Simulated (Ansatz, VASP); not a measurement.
# Cross-check of InP between VASP and Ansatz, part 2 of 2

Wanted: the spread between two codes on one cell, functional and k mesh. The structure shown is the end of the Ansatz relaxation below.

VASP 6.6.1 and Ansatz 0.2.0.

So far. Step 3 (VASP: single point, PBEsol, pair 1): The run ends at a pressure of -0.03 GPa, with forces up to 2.7e-4 eV/Å.

## 6. VASP: single point, PBEsol, pair 2

Level of this step: PBEsol; plane waves and PAW (In_d, P) (VASP).

The same cell, functional, mesh and smearing now go to VASP, with its own data sets.

INCAR reads:

```
SYSTEM = InP
PREC = Accurate
ENCUT = 500
EDIFF = 1E-06
NELM = 120
ISMEAR = -1
SIGMA = 0.02
LREAL = .FALSE.
ALGO = Normal
GGA = PS
NBANDS = 33
LORBIT = 11
LWAVE = .FALSE.
LCHARG = .FALSE.
ISIF = 2
LASPH = .TRUE.
GGA_COMPAT = .FALSE.
EFERMI = MIDGAP
KPAR = 2
```

POSCAR reads:

```
InP
1.0
    4.1152656600      0.0000000000      0.0000000000
   -2.0576328300      3.5639246049      0.0000000000
    0.0000000000      0.0000000000     10.2469720017
In P
3 3
Direct
    0.0000000000      0.0000000000      0.9990241498
    0.3333333333      0.6666666667      0.3323574831
    0.6666666667      0.3333333333      0.6656908164
    0.0000000000      0.0000000000      0.7509758502
    0.3333333333      0.6666666667      0.0843091836
    0.6666666667      0.3333333333      0.4176425169
```

KPOINTS reads:

```
Automatic mesh
0
Gamma
8 8 3
0 0 0
```

PAW data sets: In_d and P (PBE family, release 64).

Command:

```bash
mpirun -np 2 vasp_std
```

Numbers of over 12 decimals in the logs are rounded to 6 here.

What it wrote:

```text
[banner, memory and clock lines left out]
running    2 mpi-ranks, on    1 nodes
[...]
[... a notice as in an earlier step ...]

 LDA part: xc-table for (Slater+PW92), standard interpolation
 POSCAR, INCAR and KPOINTS ok, starting setup
[...]
entering main loop
       N       E                     dE             d eps       ncg     rms          rms(c)
DAV:   1     0.490588387984E+03    0.49059E+03   -0.24077E+04  1650   0.182E+03
DAV:   2     0.312931028960E+02   -0.45930E+03   -0.45104E+03  1666   0.450E+02
DAV:   3    -0.256303683284E+02   -0.56923E+02   -0.55984E+02  2011   0.176E+02
DAV:   4    -0.285384706250E+02   -0.29081E+01   -0.28977E+01  2060   0.401E+01
[...]
DAV:  12    -0.274533169592E+02   -0.57226E-07   -0.52369E-05  1957   0.457E-02    0.326E-02
DAV:  13    -0.274533202196E+02   -0.32604E-05   -0.16439E-05  2258   0.210E-02    0.810E-03
DAV:  14    -0.274533192258E+02    0.99383E-06   -0.44242E-06  1623   0.159E-02
   1 F= -.27453319E+02 E0= -.27453319E+02  d E =-.326749E-08
```

From OUTCAR (step 6):

```text
  Total        1.3076347      1.3076347     -0.0486095     -0.0000000      0.0000000      0.0000000
  in kB       13.9403947     13.9403947     -0.5182153     -0.0000000      0.0000000      0.0000000
  external PRESSURE =       9.1208580 kB  Pullay stress =       0.0000000 kB

 POSITION                                       TOTAL-FORCE (eV/Angst)
 -----------------------------------------------------------------------------------
      0.00000      0.00000     10.23697        -0.000000      0.000000      0.004414
     -0.00000      2.37595      3.40566        -0.000000      0.000000      0.004414
      2.05763      1.18797      6.82132        -0.000000      0.000000      0.004414
      0.00000      0.00000      7.69523        -0.000000      0.000000     -0.004414
     -0.00000      2.37595      0.86391         0.000000     -0.000000     -0.004414
      2.05763      1.18797      4.27957        -0.000000     -0.000000     -0.004414
 -----------------------------------------------------------------------------------
    total drift:                                0.000001      0.000000      0.000158

  FREE ENERGIE OF THE ION-ELECTRON SYSTEM (eV)
  ---------------------------------------------------
  free  energy   TOTEN  =       -27.4533192258 eV

  energy  without entropy=      -27.4533192225  energy(sigma->0) =      -27.45331922

[... 1 part as in an earlier step ...]

[... 2 further parts left out ...]
[key lines of the parts left out:]
E-fermi :   5.4868
```

The run ends at a pressure of 0.91 GPa, with forces up to 0.0044 eV/Å.

## 7. Side by side

Compared:

```csv
quantity,Ansatz,VASP,difference
pressure (GPa),0.95,0.91,+0.03
gap on the k mesh (eV),0.594,0.595,-0.001
```

A gap on the mesh is an upper bound, since the band edges may lie between its points.

## 8. Ansatz: relaxation, PBEsol

This run makes the geometry at which the two programs are then compared. The cell compared in this pair holds 148.18 Å³, against 150.29 Å³ for the pair before.

The structure compared here is the end of the Ansatz relaxation.

input.yaml reads:

```yaml
crystal:
  lattice:
    - [4.07369732, 0.0, 0.0]
    - [-2.03684866, 3.5279253664, 0.0]
    - [0.0, 0.0, 10.304307464]
  atoms:
    - { symbol: In, position: [0.0, 0.0, 0.0] }
    - { symbol: In, position: [0.3333333, 0.6666667, 0.3333333] }
    - { symbol: In, position: [0.6666667, 0.3333333, 0.6666667] }
    - { symbol: P, position: [0.0, 0.0, 0.75] }
    - { symbol: P, position: [0.3333333, 0.6666667, 0.0833333] }
    - { symbol: P, position: [0.6666667, 0.3333333, 0.4166667] }
kpoints:
  mp_grid: { grid: [8, 8, 3] }
scf:
  occupations: { method: fermi_dirac, width: 0.02 }
hamiltonian:
  xc: pbesol
  pseudopotentials: { kind: paw, azcp: { folder: soft_1 }, xc_functional: pbe }
basis:
  ecutwfc: 600
output:
  forces: true
  stress: true
relax:
  f_tol: 0.005
  max_steps: 70
  cell: { stress_tol: 0.02, p_target: 0, fix: [a, b, alpha, beta, gamma] }
```

Command:

```bash
ansatz run input.yaml --threads 8 --pin off --max-ram 18432MiB --backend cpu --events-out ev --progress --plain --runs-dir out
```

What it wrote:

```text
[...]
Crystal: 6 atoms, lattice volume = 148.090 Å³
Basis set: ecut = 600 eV, 4919 PW (Γ), exchange–correlation on 72×72×180 points (8 copies of the dense FFT grid, shifted against one another)
Bands: 33, of which v1, the nominal top of the filled ones, is band 27 counted from 1 (26 counted from 0)
Symmetry: 18 space group operations
[...]
cell:  # Å, volume = 148.1813 Å³
    - [4.073697, 0, 0]
    - [-2.036849, 3.527925, 0]
    - [0, 0, 10.310633]
  atoms:
    - { symbol: In, position: [-3.601204304467405e-19, 0, -0.00192353] }
    - { symbol: In, position: [0.333333, 0.666667, 0.331410] }
    - { symbol: In, position: [0.666667, 0.333333, 0.664743] }
    - { symbol: P, position: [3.601204304467404e-19, 0, 0.751924] }
    - { symbol: P, position: [0.333333, 0.666667, 0.085257] }
    - { symbol: P, position: [0.666667, 0.333333, 0.418590] }
[key lines of the parts left out:]
SCF converged after 5 iterations
Free energy (F): -18797.728854 eV
Fermi energy:    7.559191 eV
P = ⅓ Tr σ = 1.9650 GPa (19.650 kbar)
```

## 9. VASP: single point, PBEsol, pair 3

The same cell, functional, mesh and smearing now go to VASP, with its own data sets.

INCAR is that of step 6.

POSCAR reads:

```
InP
1.0
    4.0736973200      0.0000000000      0.0000000000
   -2.0368486600      3.5279253664      0.0000000000
    0.0000000000      0.0000000000     10.3106325568
In P
3 3
Direct
    0.0000000000      0.0000000000      0.9980764710
    0.3333333333      0.6666666667      0.3314098043
    0.6666666667      0.3333333333      0.6647431377
    0.0000000000      0.0000000000      0.7519235290
    0.3333333333      0.6666666667      0.0852568623
    0.6666666667      0.3333333333      0.4185901957
```

KPOINTS is that of step 6.

Command:

```bash
mpirun -np 2 vasp_std
```

What it wrote:

```text
[... set-up lines as in an earlier step ...]
 entering main loop
       N       E                     dE             d eps       ncg     rms          rms(c)
DAV:   1     0.491139324769E+03    0.49114E+03   -0.24223E+04  1650   0.183E+03
DAV:   2     0.299591429657E+02   -0.46118E+03   -0.45337E+03  1666   0.449E+02
DAV:   3    -0.257778000429E+02   -0.55737E+02   -0.54828E+02  2029   0.176E+02
DAV:   4    -0.285204838668E+02   -0.27427E+01   -0.27335E+01  2044   0.392E+01
[...]
DAV:  12    -0.274115198578E+02    0.51839E-06   -0.54353E-05  2087   0.508E-02    0.287E-02
DAV:  13    -0.274115221690E+02   -0.23112E-05   -0.13609E-05  2216   0.200E-02    0.126E-02
DAV:  14    -0.274115222839E+02   -0.11484E-06   -0.30846E-06  1428   0.141E-02
   1 F= -.27411522E+02 E0= -.27411522E+02  d E =-.258468E-08
```

Parts of OUTCAR (step 9):

```text
  Total        2.7021751      2.7021751     -0.0498499      0.0000000     -0.0000000     -0.0000000
  in kB       29.2166634     29.2166634     -0.5389908      0.0000000     -0.0000000     -0.0000000
  external PRESSURE =      19.2981120 kB  Pullay stress =       0.0000000 kB

 POSITION                                       TOTAL-FORCE (eV/Angst)
 -----------------------------------------------------------------------------------
      0.00000      0.00000     10.29080         0.000000      0.000000      0.000574
     -0.00000      2.35195      3.41704         0.000000      0.000000      0.000574
      2.03685      1.17598      6.85392         0.000000      0.000000      0.000574
      0.00000      0.00000      7.75281         0.000000      0.000000     -0.000574
     -0.00000      2.35195      0.87905        -0.000000     -0.000000     -0.000574
      2.03685      1.17598      4.31593        -0.000000     -0.000000     -0.000574
 -----------------------------------------------------------------------------------
    total drift:                                0.000001      0.000000     -0.000245

  FREE ENERGIE OF THE ION-ELECTRON SYSTEM (eV)
  ---------------------------------------------------
  free  energy   TOTEN  =       -27.4115222839 eV

  energy  without entropy=      -27.4115222813  energy(sigma->0) =      -27.41152228

[... 1 part as in an earlier step ...]

[... 2 further parts left out ...]
[key lines of the parts left out:]
E-fermi :   5.6909
```

The run ends at a pressure of 1.93 GPa, with forces up to 5.7e-4 eV/Å.

## 10. Comparison

Both answers:

```csv
quantity,Ansatz,VASP,difference
pressure (GPa),1.97,1.93,+0.04
gap on the k mesh (eV),0.604,0.605,-0.001
```

A gap on the mesh is an upper bound, since the band edges may lie between its points.

## 11. Outcome

| Property | Result |
| --- | --- |
| difference in gap on the k mesh (single point, PBEsol, pair 1) | -0.0013 eV |
| difference in gap on the k mesh (single point, PBEsol, pair 2) | -0.0013 eV |
| difference in gap on the k mesh (single point, PBEsol, pair 3) | -0.0011 eV |

In words: The difference in gap on the k mesh is -0.0013 eV (single point, PBEsol, pair 1), within the 0.08 eV picked in this series as the mark of a large difference. 4 further runs of this series are not shown here. Such differences can come from data sets, numerical settings and the points named under the comparisons, not from the functional's error against experiment.

[Lines on the potential files, build, host, timing and source positions are cut from VASP's logs without a mark.]

[Logs are printed without paths, hosts, clocks, repeated set-up lines and the standing remarks that a program may print on its own settings, such as how far it seeks lower states.]

[Hosts, paths, dates, database ids (printed as entryN), source tags and the programs' standing remarks are cut or masked in the printed files.]
